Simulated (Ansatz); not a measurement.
## 1T-VClI bilayer (like faces together) in a perpendicular field

What dipole does a perpendicular field induce in the 1T-VClI bilayer (like faces together), and does the gap follow? A positive field points along +c.

Calculated with Ansatz 0.2.0; plane-wave DFT, PBE-D3(BJ), Ansatz PAW.

This is a report of a sequence of runs, with most program output left out.

### Step 1. Starting point

The cell holds 6 atoms: 2 I, 2 V and 2 Cl. Cell: a = 3.783 Å, b = 3.783 Å, c = 49.411 Å, α = 90.0°, β = 90.0°, γ = 120.0°. Regions: layer 1: 1T-VClI, 3 atoms (1 I, 1 V and 1 Cl); layer 2: 1T-VClI, 3 atoms (1 I, 1 V and 1 Cl). Vacuum lies along c.

### Step 2. Relaxation

The starting cell is a guess, so the in-plane lattice and the atoms are relaxed first, with the slab cut off from its images along the normal.

The input, input.yaml:

```yaml
crystal:
  lattice:
    - [3.7825655, 0.0, 0.0]
    - [-1.89128275, 3.2757978145, 0.0]
    - [0.0, 0.0, 49.4111348609]
  atoms:
    - { symbol: I, position: [0.6666666667, 0.3333333333, 0.4067908996] }
    - { symbol: V, position: [0.0, 0.0, 0.4442748485], spin: 1.0 }
    - { symbol: Cl, position: [0.3333333333, 0.6666666667, 0.4686305525] }
    - { symbol: I, position: [0.0, 0.0, 0.5932091004] }
    - { symbol: V, position: [0.3333333333, 0.6666666667, 0.5557251515], spin: 1.0 }
    - { symbol: Cl, position: [0.6666666667, 0.3333333333, 0.5313694475] }
  periodic: [true, true, false]
magnetization:
  spin_polarized: true
kpoints:
  mp_grid: { grid: [12, 12, 1] }
hamiltonian:
  xc: pbe
  dispersion: d3bj
scf:
  occupations: { method: fermi_dirac, width: 0.05 }
  convergence: { dr2_threshold: 1.0e-09 }
relax:
  f_tol: 0.004
  max_steps: 90
  cell: {}
output:
  write_potential: true
  write_density: true
  volumetric_format: npy
```

The run is started by

```console
> ansatz run input.yaml --threads 4 --pin off --max-ram 6144MiB --backend cpu --events-out ev --progress --plain --runs-dir out
```

Wall time 2.3 min (4 threads of AMD EPYC 9R45, shared host); peak memory 2 GiB.

Step by step:

```csv
step,energy less that of the first step (eV),largest force component (eV/Å),volume (Å³)
1,0.0000,0.6094,612.25
2,-0.0835,0.2359,622.11
3,-0.0842,0.2721,627.87
4,-0.0981,0.0716,635.75
5,-0.1003,0.0066,632.42
6,-0.1005,0.0030,631.35
7,-0.1005,0.0005,631.00
8*,-0.1015,0.0042,631.00
9,-0.1015,0.0020,631.00
10*,-0.1015,0.0020,631.00
```

Relaxation steps marked * repeat the geometry before them on a plane-wave basis chosen anew for their cell, so energy and pressure can jump there.

The run keeps the 6 symmetry operations that it works with, so distortions that break them were not tested.

```csv
cell as run,before,after,change
a (Å),3.783,3.840,+1.5 %
b (Å),3.783,3.840,+1.5 %
```

The atoms that moved most (Å, along periodic axes as changes of fractional coordinates times the final cell, across vacuum about the mean position):

```csv
atom,dx,dy,dz,length
I1,0.000,0.000,0.263,0.263
I4,0.000,0.000,-0.262,0.262
Cl6,0.000,0.000,-0.115,0.115
Cl3,0.000,0.000,0.114,0.114
V2,0.000,0.000,0.101,0.101
V5,0.000,0.000,-0.100,0.100
```

Final coordinates:

```xyz
6
Lattice="3.8400 0.0000 0.0000 -1.9200 3.3256 0.0000 0.0000 0.0000 49.4111" Properties=species:S:1:pos:R:3
I     1.9200    1.1085   20.3625
V     0.0000    0.0000   22.0530
Cl    0.0000    2.2171   23.2699
I     0.0000    0.0000   29.0487
V     0.0000    2.2171   27.3586
Cl    1.9200    1.1085   26.1406
```

This step gave:

| Quantity | Value |
| --- | --- |
| site moments | -0.03011, 2.470, 0.004181, 0.03025, -2.472, -0.004944 μB |

Site moment by atom:

```csv
atom,site moment (μB)
I1,-0.03
V2,2.47
Cl3,0.00
I4,0.03
V5,-2.47
Cl6,0.00
```

The lattice constant a goes from 3.783 to 3.840 Å.

### Step 3. Single point, field 0

A sawtooth potential applies the field, turning back in the middle of the vacuum. With the dipole correction the typed value is the field outside the slab. The induced dipole is small, so the SCF threshold is tight.

The cell differs from the one that the last finished run ended in (c 49.411 → 26.686 Å).

The input, input.yaml:

```yaml
crystal:
  lattice:
    - [3.8400474932, 0.0, 0.0]
    - [-1.9200237466, 3.3255786808, 0.0]
    - [0.0, 0.0, 26.6862148841]
  atoms:
    - { symbol: I, position: [0.6666666667, 0.3333333333, 0.3372527741], spin: -0.03 }
    - { symbol: V, position: [0.0, 0.0, 0.4006010599], spin: 2.47 }
    - { symbol: Cl, position: [0.3333333333, 0.6666666667, 0.4462013105] }
    - { symbol: I, position: [0.0, 0.0, 0.6627472259], spin: 0.03 }
    - { symbol: V, position: [0.3333333333, 0.6666666667, 0.5994142725], spin: -2.47 }
    - { symbol: Cl, position: [0.6666666667, 0.3333333333, 0.5537704717] }
magnetization:
  spin_polarized: true
kpoints:
  mp_grid: { grid: [12, 12, 1] }
  band_path:
    path: [[0, 0, 0], [0.5, 0, 0], [0.33333333, 0.33333333, 0], [0, 0, 0]]
    npoints: 16
hamiltonian:
  xc: pbe
  dispersion: d3bj
scf:
  occupations: { method: fermi_dirac, width: 0.05 }
  convergence: { dr2_threshold: 1.0e-10 }
efield:
  axis: 3
  dipole_correction: true
  ramp_position: 0.97
  ramp_width: 0.06
  amplitude: 0
output:
  dos: { projected: true, e_range: [-6, 5] }
  bader: true
  write_potential: true
  write_density: true
  volumetric_format: npy
  elf: true
```

It took 20 s on 4 threads; peak memory 1.3 GiB.

This step gave:

```yaml
dipole_along_the_normal: -0.002340 e·Å
gap_along_the_path: 1.134 eV
step_between_the_vacuum_levels: 0.03316 eV
ionisation_energy_upper_face: 4.195 eV
electron_affinity_upper_face: 3.061 eV
ionisation_energy_lower_face: 4.162 eV
gap_the_smaller_of_path_and_mesh: 1.134 eV
```

Running mean over a fixed 2.5 Å (it still follows the layers) of the planar mean; the ramp of the sawtooth is left out. Electron's electrostatic potential energy less the Fermi level against z:

```csv
z (Å),electron's electrostatic potential energy less the Fermi level (eV)
4,3.58
5,3.57
6,3.53
7,2.66
8,-0.176
9,-3.39
10,-5.35
11,-6.36
12,-3.69
13,-0.0763
14,-0.972
15,-4.87
16,-6.23
17,-4.93
18,-2.36
19,0.763
20,3.24
21,3.59
22,3.61
23,3.61
```

The density of states has structure finer than the step of the table below, so its rows give means over 0.25 eV, whole bins alone (the curve runs from -6 to 2.52 eV). Peaks (eV: height): total -5.310: 15.9, -4.900: 17.5, -4.650: 23.2, -0.760: 14.8, -0.680: 15.6, 1.690: 13.6, 2.130: 13.9; up -5.390: 7.32, -5.310: 7.91, -4.900: 6.96, -4.650: 10.3, -0.790: 7.13, -0.680: 10.0, 2.130: 9.57; down -4.900: 10.6, -4.650: 12.9, -3.900: 8.19, -0.730: 8.85, -0.650: 10.6, 1.690: 9.11, 1.970: 8.84.

The density of states by energy, zero at the Fermi level of the run, which the smearing sets inside the gap; means over each step; values in states/eV a cell:

```csv
energy (eV),total,up,down
-5.75,4.79,2.62,2.17
-5.50,7.81,4.17,3.65
-5.25,9.01,4.20,4.80
-5.00,7.53,3.97,3.56
-4.75,6.63,3.10,3.53
-4.50,2.73,1.49,1.25
-4.25,3.14,1.58,1.56
-4.00,8.40,4.04,4.36
-3.75,9.56,4.90,4.67
-3.50,6.27,3.10,3.17
-3.25,3.12,1.58,1.54
-3.00,2.05,1.03,1.02
-2.75,1.56,0.774,0.789
-2.50,0.598,0.313,0.285
-2.25,0,0,0
-2.00,0,0,0
-1.75,0,0,0
-1.50,0.785,0.559,0.225
-1.25,6.50,3.40,3.11
-1.00,2.91,1.49,1.42
-0.75,11.4,5.69,5.66
-0.50,0.737,0.0452,0.692
-0.25,0,0,0
0.00,0,0,0
0.25,0,0,0
0.50,0.899,0.618,0.280
0.75,7.01,3.45,3.56
1.00,8.44,4.10,4.34
1.25,6.67,3.30,3.38
1.50,2.49,1.06,1.43
1.75,8.58,3.78,4.80
2.00,9.77,4.88,4.89
2.25,8.69,4.69,3.99
```

Projected DOS per atom over height of the atomic layer and energy from the Fermi level. Layers: I V Cl Cl V I from below.

Values in states/eV, 22 rows by 6 columns, each cell a mean:
```
0.20 2.80 0.15 0.17 3.19 0.22
0.23 4.05 0.22 0.21 3.94 0.23
0.13 2.15 0.05 0.04 1.96 0.11
0.29 2.80 0.16 0.19 3.09 0.34
0.41 2.88 0.28 0.26 2.64 0.37
0.04 0.30 0.03 0.01 0.13 0.02
0.00 0.00 0.00 0.00 0.00 0.00
0.00 0.00 0.00 0.00 0.04 0.00
0.21 4.31 0.15 0.15 4.36 0.21
0.08 2.26 0.07 0.08 2.36 0.08
0.01 0.50 0.03 0.02 0.30 0.01
0.00 0.00 0.00 0.00 0.00 0.00
0.04 0.00 0.00 0.01 0.01 0.06
0.53 0.08 0.05 0.05 0.09 0.57
0.90 0.16 0.08 0.09 0.17 0.95
2.15 0.30 0.43 0.50 0.32 2.31
3.34 0.45 0.76 0.73 0.46 3.31
1.33 0.23 0.29 0.27 0.21 1.16
1.15 0.22 0.95 1.07 0.21 1.20
0.89 0.33 1.97 2.24 0.38 0.87
0.62 0.49 3.49 3.26 0.45 0.52
1.12 0.30 1.84 1.93 0.33 1.19
```
Columns: height of the atomic layer (Å) from 9 to 17.7 (not evenly spaced); rows upwards: energy from the Fermi level (eV) from -5.96 to 2.5.

Projected DOS per atom, spin up over height of the atomic layer and energy from the Fermi level. Layers: I V Cl Cl V I from below.

Values in states/eV, 22 rows by 6 columns, each cell a mean:
```
0.01 0.03 0.01 0.17 3.16 0.21
0.00 0.02 0.00 0.20 3.92 0.22
0.00 0.01 0.00 0.04 1.94 0.11
0.24 1.21 0.14 0.03 1.61 0.05
0.41 2.35 0.26 0.01 0.41 0.01
0.04 0.30 0.03 0.00 0.00 0.00
0.00 0.00 0.00 0.00 0.00 0.00
0.00 0.00 0.00 0.00 0.00 0.00
0.21 4.31 0.14 0.00 0.00 0.00
0.08 2.26 0.07 0.00 0.00 0.00
0.01 0.50 0.03 0.00 0.00 0.00
0.00 0.00 0.00 0.00 0.00 0.00
0.00 0.00 0.00 0.00 0.01 0.06
0.17 0.04 0.02 0.03 0.04 0.37
0.35 0.10 0.04 0.05 0.07 0.58
0.90 0.18 0.18 0.29 0.13 1.31
1.62 0.26 0.41 0.33 0.18 1.67
0.82 0.17 0.16 0.13 0.06 0.47
0.42 0.12 0.26 0.74 0.10 0.76
0.64 0.17 0.68 1.45 0.18 0.24
0.27 0.33 1.96 1.43 0.14 0.31
0.36 0.12 0.65 1.21 0.19 0.79
```
Columns: height of the atomic layer (Å) from 9 to 17.7 (not evenly spaced); rows upwards: energy from the Fermi level (eV) from -5.96 to 2.5.

Projected DOS per atom, spin down over height of the atomic layer and energy from the Fermi level. Layers: I V Cl Cl V I from below.

Ten even steps from '_' (0.00 states/eV) to '@' (4.36 states/eV), each cell a mean:
```
__**________
__@@________
__==________
__--____--__
__..____++__
____________
____________
____________
________@@__
________++__
____________
____________
____________
____________
..__________
::________::
--________--
..________..
..__..____..
____::..__..
____--==____
..__::..____
```
Columns: height of the atomic layer (Å) from 9 to 17.7 (not evenly spaced); rows upwards: energy from the Fermi level (eV) from -5.96 to 2.5.

Deep bands are left out, so band numbers here count from the lowest band kept and differ from the log's. The electronic bands at the labelled points (eV, zero at the Fermi level of the run, which the smearing sets inside the gap; # counts the bands kept):

```csv
point,up #14,up #15,up #16,up #17,down #14,down #15,down #16,down #17
Γ,-1.27,-0.93,1.08,1.08,-1.23,-0.90,1.11,1.11
halfway,-0.86,-0.67,0.63,0.96,-0.82,-0.64,0.66,0.99
M,-0.75,-0.73,0.78,1.02,-0.71,-0.70,0.74,1.06
halfway,-0.83,-0.67,0.68,1.16,-0.79,-0.64,0.71,1.17
K,-0.91,-0.62,0.55,1.21,-0.88,-0.59,0.58,1.22
halfway,-0.89,-0.65,0.67,0.81,-0.86,-0.62,0.70,0.84
Γ,-1.27,-0.93,1.08,1.08,-1.23,-0.90,1.11,1.11
```

Spin density in the ca plane at fractional y = 0.000, with atoms of V and I within 0.2 Å of it.

Ten even steps from '0' (-0.1 e/Å³) to '9' (2.7 e/Å³), each cell a mean:
```
00000000000000000000001376210000000000000000
00000000000000000000000122000000000000000000
00000000000000000000000000000000000000000000
00000000000000000000000000000000000000000000
00000000000000000000000000000000000000000000
00000000000000000000000000000000000000000000
00000000000000000000000000000000000000000000
00000000000000000000000011000000000000000000
00000000000000000000000243100000000000000000
00000000000000000000001598310000000000000000
```
Columns run along c (16.0 Å, from fractional 0.07 to 0.67 of the cell), rows up along a (3.8 Å). Atoms in or near the plane, at fractional coordinates: V at (0.40, 0.00), I at (0.66, 0.00).

Valence density in the ca plane at fractional y = 0.000, with atoms of V and I within 0.2 Å of it. It is the smooth field of the valence electrons, not physical close to the nuclei.

Ten steps, logarithmic in the rise over the least value, from '0' (0 e/Å³) to '9' (17 e/Å³), each cell a mean:
```
00000000000000000136886310000000000013589742
00000000000000001123553110000000000112356432
00000000000000111111221111000001111111233221
00000000000001122211111111000011221111111100
00000000000001222221111221100012222111110000
00000000000001122211111221100012221111111000
00000000000000112211111111000001111111222210
00000000000000011112332110000000000112334321
00000000000000001125775210000000000013478632
00000000000000000137997310000000000113699852
```
Columns run along c (16.0 Å, from fractional 0.12 to 0.72 of the cell), rows up along a (3.8 Å). Atoms in or near the plane, at fractional coordinates: V at (0.40, 0.00), I at (0.66, 0.00).

Electrostatic potential energy in the ca plane at fractional y = 0.000, with atoms of V and I within 0.2 Å of it. With pseudopotentials it is smooth inside the atoms' cores, unlike the true potential.

Ten even steps from '0' (-22 eV) to '9' (6 eV), each cell a mean:
```
99999999999999999999972000048999999999997328
99999999999999999999985100278999999999998511
99999999999999999998887656789999999998888764
99999999999999999987678888888999999888777888
99999999999999999875568899888899999877767889
99999999999999999876678899888999999887777889
99999999999999999987788877889999999988888877
99999999999999999999887422578999999999988741
99999999999999999999984000058999999999998415
99999999999999999999972000048999999999997239
```
Columns run along c (16.0 Å, from fractional 0.07 to 0.67 of the cell; values clipped at the 3rd and 97th percentile), rows up along a (3.8 Å). Atoms in or near the plane, at fractional coordinates: V at (0.40, 0.00), I at (0.66, 0.00).

The gap is 1.13 eV, with the valence edge 4.20 eV and the conduction edge 3.06 eV under the upper vacuum level. Spin-orbit coupling, left out in this run, matters for the bands of elements this heavy.

### Step 4. Atoms held, field 0.05 V/Å

input.yaml: that of step 3 with these lines changed.

```diff
@@ -30,6 +30,4 @@
   ramp_width: 0.06
-  amplitude: 0
+  amplitude: 0.05
 output:
-  dos: { projected: true, e_range: [-6, 5] }
-  bader: true
   write_potential: true
@@ -37,2 +35 @@
   volumetric_format: npy
-  elf: true
```

It took 14 s on 4 threads; peak memory 1.3 GiB; 55 s of CPU time.

The dipole is 0.0301 e·Å, 0.0324 e·Å from its value without field, and the gap 1.048 eV.

### Step 5. Single point, field -0.05 V/Å

input.yaml: that of step 4 with these lines changed.

```diff
@@ -30,3 +30,3 @@
   ramp_width: 0.06
-  amplitude: 0.05
+  amplitude: -0.05
 output:
```

The job ended after 15 s (4 threads; peak memory 1.3 GiB; 57 s of CPU time).

The dipole is -0.0348 e·Å, -0.0324 e·Å from its value without field, and the gap 1.119 eV.

### Step 6. Atoms held, field 0.1 V/Å

input.yaml: that of step 5 with these lines changed.

```diff
@@ -30,3 +30,3 @@
   ramp_width: 0.06
-  amplitude: -0.05
+  amplitude: 0.1
 output:
```

Run time: 13 s. Hardware: 4 threads; peak memory 1.3 GiB.

The dipole is 0.0625 e·Å, 0.0648 e·Å from its value without field, and the gap 0.962 eV.

### Step 7. Atoms held, field 0.2 V/Å

input.yaml: that of step 6 with these lines changed.

```diff
@@ -30,3 +30,3 @@
   ramp_width: 0.06
-  amplitude: 0.1
+  amplitude: 0.2
 output:
```

It took 14 s on 4 threads; peak memory 1.3 GiB.

The dipole is 0.127 e·Å, 0.130 e·Å from its value without field, and the gap 0.792 eV.

### Step 8. Single point, field 0.3 V/Å

input.yaml: that of step 7 with these lines changed.

```diff
@@ -30,4 +30,6 @@
   ramp_width: 0.06
-  amplitude: 0.2
+  amplitude: 0.3
 output:
+  dos: { projected: true, e_range: [-6, 5] }
+  bader: true
   write_potential: true
@@ -35 +37,2 @@
   volumetric_format: npy
+  elf: true
```

The job ended after 21 s (4 threads; peak memory 1.3 GiB; 81 s of CPU time).

The dipole is 0.193 e·Å, 0.195 e·Å from its value without field, and the gap 0.628 eV.

### Step 9. Response, atoms held

This step: plane-wave DFT, PBE-D3(BJ), Ansatz PAW; response to a field along the normal, atoms held (Ansatz 0.2.0).

The dipoles give the slope, and the difference of two potentials shows where the field is screened.

Numbers from this step:

* equivalent conductor thickness p/(ε₀AE): 9.186 Å
* distance between the outer atoms: 8.686 Å

The dipole of the cell by applied field:

```csv
applied field (V/Å),dipole of the cell (e·Å)
-0.050,-0.0348
0.000,-0.00234
0.050,0.0301
0.100,0.0625
0.200,0.127
0.300,0.193
```

Total moment against applied field:

```csv
applied field (V/Å),total moment (μB)
-0.050,-4.1e-6
0.000,2.5e-6
0.050,1.1e-5
0.100,2.8e-5
0.200,1.6e-4
0.300,7.9e-4
```

(Part 1 of 2 ends here.)

[Logs are printed without paths, hosts, clocks, repeated set-up lines and the standing remarks that a program may print on its own settings, such as how far it seeks lower states.]

[Hosts, paths, dates, database ids (printed as entryN), source tags and the programs' standing remarks are cut or masked in the printed files.]

[Maps of the electrostatic potential energy from Ansatz leave out the sawtooth potential of an applied field or a dipole correction, so their vacuum need not be flat; planar profiles and work functions include it.]

[The density of states shown here was stored with 400 of the rows of the run's finer table, so its peaks can read low, often by over a quarter, or be missed, and its means over a window can be off by a tenth or more.]
